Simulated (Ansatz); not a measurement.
# Rh (P6_3/mmc) in Ansatz: a series of runs, part 2 of 2

Ansatz 0.2.0. The steps go on from the part before.

## Step 4: Relaxation of cell and atoms, PBEsol, target pressure 30 GPa, at which the enthalpy is minimised

The input, input.yaml:

```yaml
crystal:
  lattice:
    - [2.6917446234, 0.0, 0.0]
    - [-1.3458723117, 2.3311192244, 0.0]
    - [0.0, 0.0, 8.79807013]
  atoms:
    - { symbol: Rh, position: [0.6666666667, 0.3333333333, 0.75] }
    - { symbol: Rh, position: [0.0, 0.0, 0.5] }
    - { symbol: Rh, position: [0.3333333333, 0.6666666667, 0.25] }
    - { symbol: Rh, position: [0.0, 0.0, 0.0] }
hamiltonian:
  xc: pbesol
  pseudopotentials: { kind: paw }
kpoints:
  mp_grid: { grid: [11, 11, 3] }
scf:
  occupations: { method: fermi_dirac, width: 0.05 }
output:
  forces: true
  stress: true
  eigenvalues: true
relax:
  f_tol: 0.01
  max_steps: 40
  cell: { stress_tol: 0.05, p_target: 30.0 }
```

Potentials or basis: Ansatz PAW.

On the command line:

```bash
$ ansatz run input.yaml --threads 2 --pin off --max-ram 5632MiB --backend cpu --events-out ev --progress --plain --runs-dir out
```

The log of the run:

```text
Warning: RAYON_NUM_THREADS=2 ignored (pool sized by the plan → 2); use --threads N
Engine: ansatz 0.2.0, x86_64-unknown-linux-gnu
Pseudopotentials: kind: paw
Pseudopotential: Rh, paw, valence charge 17, recommended cutoff 420 eV (normal), Rh.paw.azcp
Functional definition: PBEsol
  exchange = pbesol_x
  correlation = pbesol_c
Crystal: 4 atoms, lattice volume = 55.206 Å³
Basis set: ecut = 420 eV, 1091 PW (Γ), exchange–correlation on 36×36×120 points (8 copies of the dense FFT grid, shifted against one another)
Bands: 41, of which v1, the nominal top of the filled ones, is band 34 counted from 1 (33 counted from 0)
Symmetry: 24 space group operations
Space group: P63/mmc (ITA 194), of the structure as read, at distance tolerance 3.8e-5 Å
k-points: 32 of 363
Non-local potential: Rh, projectors of the file, l = 0: 3, l = 1: 2, l = 2: 2, l = 3: 1
PAW form: soft (Blöchl's): semilocal exchange-correlation on the pseudo side does not see the compensation charge
PAW frozen core: Rh, regenerated for the run's functional, and the local potential with it (the file was generated under x = pbe(κ = 0.804, μ = 0.2195149727645171), c = pbe(β = 0.06672455060314922))
PAW one-centre angular grid: Rh, 590 points (default); XC on 64 Gauss nodes
Initial density: superposition of atomic densities (neutral atoms: chi_scale 0, normalization atom), corrected by the library's trained network
Initial wavefunctions: pseudopotential atomic-orbital guess
Functional: x = pbesol(κ = 0.804, μ = 0.12345679012345678), c = pbesol(β = 0.046)
SCF iter   1: F=—  HF=-25354.912851 eV  |F-HF|=—  |Δ(HF+E_count)|=         —  Δρ=1.12e-2  dr2=5.14e-2  ethr=1.77e-3  ⟨swp⟩=6.2  Hψ=4591  notcnv=0  defer=4
preconditioner: auto → Kerker (q_TF=auto, 2.825 Å⁻¹)  [metal: Δε(μ)=0.014 eV  Ē_g=6.522 eV  σ=0.050 eV  W_gap=0.07  n_scr=24 (ndim 8)  ℏωp=30.0 eV  f_vac=0.000  D(μ)=6.40/eV (n_scr^D=78)]
SCF iter   2: F=—  HF=-25354.903310 eV  |F-HF|=—  |Δ(HF+E_count)|=   9.54e-3  Δρ=5.18e-3  dr2=1.01e-2  ethr=7.55e-5  ⟨swp⟩=2.8  Hψ=2173  notcnv=0  defer=10
SCF iter   3: F=—  HF=-25354.899850 eV  |F-HF|=—  |Δ(HF+E_count)|=   3.46e-3  Δρ=9.26e-4  dr2=1.51e-4  ethr=1.49e-5  ⟨swp⟩=2.0  Hψ=1856  notcnv=0  defer=10
SCF iter   4: F=—  HF=-25354.899852 eV  |F-HF|=—  |Δ(HF+E_count)|=   2.80e-6  Δρ=1.17e-4  dr2=4.36e-6  ethr=2.22e-7  ⟨swp⟩=2.2  Hψ=2121  notcnv=0  defer=10
SCF iter   5: F=—  HF=-25354.899816 eV  |F-HF|=—  |Δ(HF+E_count)|=   3.63e-5  Δρ=2.48e-5  dr2=1.16e-7  ethr=6.41e-9  ⟨swp⟩=2.7  Hψ=2148  notcnv=0  defer=10
SCF iter   6: F=-25354.899816 eV  HF=-25354.899816 eV  |F-HF|=2.55e-10  |Δ(HF+E_count)|=  5.82e-10  Δρ=4.57e-6  dr2=7.54e-9  ethr=1.47e-10  ⟨swp⟩=5.6  Hψ=4019  notcnv=0
SCF 1 converged in 6 iterations: F = -25354.899816 eV  dr2 = 7.54e-9
relax step   1: F+E_penalty+E_count = -25354.89981620 eV  Δ(F+E_penalty+E_count) = +0.000e0 eV  max|allowed force component| = 1.850e-17 eV/Å  Δτ_max = 0.0000 Å  P = -5.547 GPa  Ω = 55.206 Å³  (6 SCF iters, dr2 threshold 1.00e-7 eV, accepted)
Crystal: 4 atoms, lattice volume = 47.813 Å³
Basis set: ecut = 420 eV, 957 PW (Γ), exchange–correlation on 36×36×120 points (8 copies of the dense FFT grid, shifted against one another)
Initial density: handed on by an earlier stage of this run
Initial wavefunctions: those handed on with the density
[... 57 lines left out ...]
iter 5 did not close the SCF: its close was put off for the readings that it lacked (scf_convergence_deferred on its scf_iter line)
SCF iter   5: F=-25354.549177 eV  HF=-25354.549177 eV  |F-HF|=3.64e-12  |Δ(HF+E_count)|=  1.38e-10  Δρ=2.03e-7  dr2=1.54e-11  ethr=1.00e-12  ⟨swp⟩=1.9  Hψ=1409  notcnv=0
SCF iter   6: F=-25354.549177 eV  HF=-25354.549177 eV  |F-HF|=3.64e-12  |Δ(HF+E_count)|=  7.28e-12  Δρ=3.78e-8  dr2=5.35e-13  ethr=1.00e-12  ⟨swp⟩=3.0  Hψ=4380  notcnv=0
SCF 6 converged in 6 iterations: F = -25354.549177 eV  dr2 = 5.35e-13
relax step   6: F+E_penalty+E_count = -25354.54917659 eV  Δ(F+E_penalty+E_count) = +3.584e-3 eV  max|allowed force component| = 7.401e-17 eV/Å  Δτ_max = 0.0000 Å  P = +30.032 GPa  Ω = 49.821 Å³  stress off target by 4.14e-2 GPa  SCF on the basis re-selected at this cell (its energy is not comparable with the rows above)  (6 SCF iters)
basis re-selected at this cell: Δ(F+E_penalty+E_count) = +3.584e-3 eV, ΔP = +0.029 GPa vs the last step (what re-selecting the basis moved, of the pressure what is left beyond the Pulay correction that the steps carried, after the strain that the cell walked since its last selection, with what the two solves' SCF thresholds leave and, on support functions, any second-order correction that the steps lacked; it is no measure of the basis error at this ecutwfc). This SCF's stress stands 4.14e-2 GPa from its target on what of the cell is left free (relax.cell.stress_tol is 5.00e-2 GPa) and its largest allowed force component is 7.40e-17 eV/Å (relax.f_tol is 1.00e-2 eV/Å): within both
SCF converged after 6 iterations
Free energy (F): -25354.549177 eV
Harris-Foulkes:  -25354.549177 eV  (|F-HF|=3.64e-12)
Internal energy: -25354.504592 eV  (E = F + TS)
E sigma→0 (E₀):  -25354.526884 eV
Entropy (-TS):   -0.044584 eV (-11.146 meV/atom)
Fermi energy:    25.257476 eV
--- Per-component energies (eV) ---
  E_band       = -173.221358
  E_kinetic    = 2308.840225
  E_local      = -5770.405909  (includes V_loc(G=0)·N_el)
  E_nonlocal   = 1426.026343
  E_hartree    = 2034.938840
  E_xc         = -888.547209
  E_vxc        = -1120.013973  (∫ρ·V_xc dr)
  E_paw        = -14096.149313  (= ΣΔE_a)
  E_vpaw       = -1087.549083  (= ΣTr[D̂ρ^β])
  E_aug_tail   = 0.003354  (compensation charges beyond the density's cutoff)
  E_ewald      = -10370.315722
  E_core_change = 1.104799  (= ΣΔE_core)
  E_smearing   = -0.044584  (= −TS)
  E_closure    = 0.000000  (closes the sum)
  Σ components = -25354.549177   (vs F -25354.549177, Δ=0.00e0)
--- Forces (eV/Å), atoms counted from 1 ---
  atom   1  Rh     0.00000000     0.00000000     0.00000000
  atom   2  Rh     0.00000000    -0.00000000     0.00000000
  atom   3  Rh     0.00000000    -0.00000000    -0.00000000
  atom   4  Rh     0.00000000    -0.00000000    -0.00000000
  max |Σ_I F_I| component: 9.25e-18 eV/Å
--- Stress (GPa, compression-positive) ---
       30.041413       0.000000      -0.000000
        0.000000      30.041413       0.000000
       -0.000000       0.000000      30.012269
  P = ⅓ Tr σ = 30.0317 GPa (300.317 kbar)
--- Band table (eV; the first three rows and the last of 32) ---
  k-point 0: bands = ["-53.8973", "-53.8119", "-53.8071", "-53.7207", "-22.2846", "-21.7748", "-21.7745", "-21.3740", "-21.3740", "-21.3072", "-21.3072", "-21.2988", "-21.2988", "-21.2422", "-21.2312", "-21.2312", "16.4340", "18.1823", "18.3090", "18.3257", "21.5287", "21.5384", "21.5384", "21.5648", "21.5840", "21.5840", "21.6419", "22.0505", "22.0505", "22.1708", "22.1708", "23.5521", "23.5521", "24.2441", "24.2441", "24.8628", "24.8628", "25.7794", "25.7794", "25.8171", "34.8981"]
  k-point 1: bands = ["-53.8856", "-53.8536", "-53.7652", "-53.7327", "-22.2175", "-22.0323", "-21.5114", "-21.3645", "-21.3645", "-21.3388", "-21.3388", "-21.3150", "-21.2670", "-21.2670", "-21.2408", "-21.2408", "16.7406", "17.5410", "18.2698", "18.4418", "21.2767", "21.5087", "21.6262", "21.6262", "21.6799", "21.6799", "21.9202", "21.9202", "22.0138", "22.0138", "22.9399", "23.7513", "23.7513", "24.0865", "24.0865", "24.8192", "25.1237", "25.1237", "25.5735", "25.5735", "36.1579"]
  k-point 2: bands = ["-53.8851", "-53.8028", "-53.7981", "-53.7149", "-22.2577", "-21.7827", "-21.7818", "-21.4363", "-21.3940", "-21.3553", "-21.3459", "-21.3222", "-21.3138", "-21.2953", "-21.2525", "-21.2411", "16.7560", "18.4355", "18.6062", "18.6284", "20.9670", "21.2336", "21.3768", "21.4090", "21.5353", "21.7678", "21.7698", "22.1245", "22.2996", "22.3428", "22.3998", "23.1662", "23.3130", "24.0290", "24.3441", "24.7361", "24.8266", "25.0566", "25.8211", "27.9305", "34.8256"]
  k-point 31: bands = ["-53.6901", "-53.6871", "-53.6769", "-53.6739", "-22.0701", "-22.0540", "-22.0036", "-21.9712", "-21.8576", "-21.8351", "-21.7826", "-21.7160", "-21.5843", "-21.5127", "-21.4828", "-21.4588", "19.0763", "19.1719", "19.8057", "19.8133", "19.9995", "20.2041", "20.4630", "20.6790", "21.4055", "21.5583", "21.6986", "22.0208", "23.0281", "23.2068", "24.0409", "24.2585", "25.2694", "25.5114", "25.6829", "25.8160", "31.5963", "31.9100", "32.7947", "32.7978", "34.2786"]
--- Relaxed structure (5 steps of the walk, 5 accepted, 1 SCFs on fresh bases) ---
  F+E_penalty+E_count = -25354.54917659 eV   max|allowed force component| = 7.401e-17 eV/Å   (the final SCF, on the basis selected at the relaxed cell)
  cell:  # Å, volume = 49.8211 Å³
    - [2.6046599390498146, 0.0, -6.807418088886015e-35]
    - [-1.3023299695249073, 2.255701675436767, -2.9563707254456654e-18]
    - [-2.2250306076266494e-34, -1.1157883604019565e-17, 8.479702062324584]
  atoms:
    - { symbol: Rh, position: [0.6666666666666667, 0.3333333333333333, 0.7499999999999999] }
    - { symbol: Rh, position: [-1.925929944387236e-34, 3.851859888774472e-34, 0.49999999999999994] }
    - { symbol: Rh, position: [0.33333333333333326, 0.6666666666666666, 0.24999999999999997] }
    - { symbol: Rh, position: [-1.753781284202238e-34, 2.5845097566860744e-34, -8.693440489034073e-37] }
```

Wall time 14 s (2 threads of Intel Xeon Platinum 8488C (Sapphire Rapids), shared host); peak memory 0.43 GiB.

Results:

```yaml
Free_energy: -25354.5492 eV
Relaxed_volume: 12.46 Å³/atom
Relaxed_cell: a = 2.605 Å, b = 2.605 Å, c = 8.480 Å, α = 90.00°, β = 90.00°, γ = 120.00°
Space_group_after_relaxing_to_0.05_Å: P6_3/mmc (No. 194)
Energy_change_on_relaxing_the_enthalpy_is_what_falls: +87.7 meV/atom
Ionic_steps: 6
Pressure_after_relaxing: 30.0 GPa
Band_gap_on_the_k_mesh: none (metal or under the smearing width)
```

The path:
```csv
step,energy change (eV),largest force (eV/Å),volume (Å³)
1,0.0000,0.0000,55.21
2,0.8413,0.0000,47.81
3,0.2774,0.0000,50.22
4,0.3460,0.0000,49.83
5,0.3471,0.0000,49.82
6,0.3506,0.0000,49.82
```

Final structure:
```cif
data_structure
_symmetry_space_group_name_H-M 'P 1'
_symmetry_Int_Tables_number 1
_cell_length_a 2.6047
_cell_length_b 2.6047
_cell_length_c 8.4797
_cell_angle_alpha 90.000
_cell_angle_beta 90.000
_cell_angle_gamma 120.000
_cell_volume 49.82
loop_
_atom_site_label
_atom_site_type_symbol
_atom_site_fract_x
_atom_site_fract_y
_atom_site_fract_z
_atom_site_occupancy
Rh1 Rh 0.66667 0.33333 0.75000 1
Rh2 Rh 0.00000 0.00000 0.50000 1
Rh3 Rh 0.33333 0.66667 0.25000 1
Rh4 Rh 0.00000 0.00000 0.00000 1
```

Caveat: the plane-wave basis is chosen anew once the cell has moved, so the energies of steps on either side of that aren't comparable; the PAW data sets come from PBE, with cores solved anew for the run's functional, which leaves a small shift of forces and pressure.

## Step 5: Overview

```csv
cell,target pressure (GPa),gap on the mesh (eV),pressure (GPa)
relaxed to 10 GPa,10,none,10.0
relaxed to 20 GPa,20,none,20.0
relaxed to 30 GPa,30,none,30.0
```

Alike in all rows: task relaxation of cell and atoms; level PBEsol; potentials or basis Ansatz PAW; no spin polarisation; k mesh 11 × 11 × 3; cutoff (eV) 420; smearing fermi-dirac 0.05 eV.

Caveats: the plane-wave basis is chosen anew once the cell has moved, so the energies of steps on either side of that aren't comparable; the PAW data sets come from PBE, with cores solved anew for the run's functional, which leaves a small shift of forces and pressure.

Absolute energies hang on the potentials; compare differences alone.
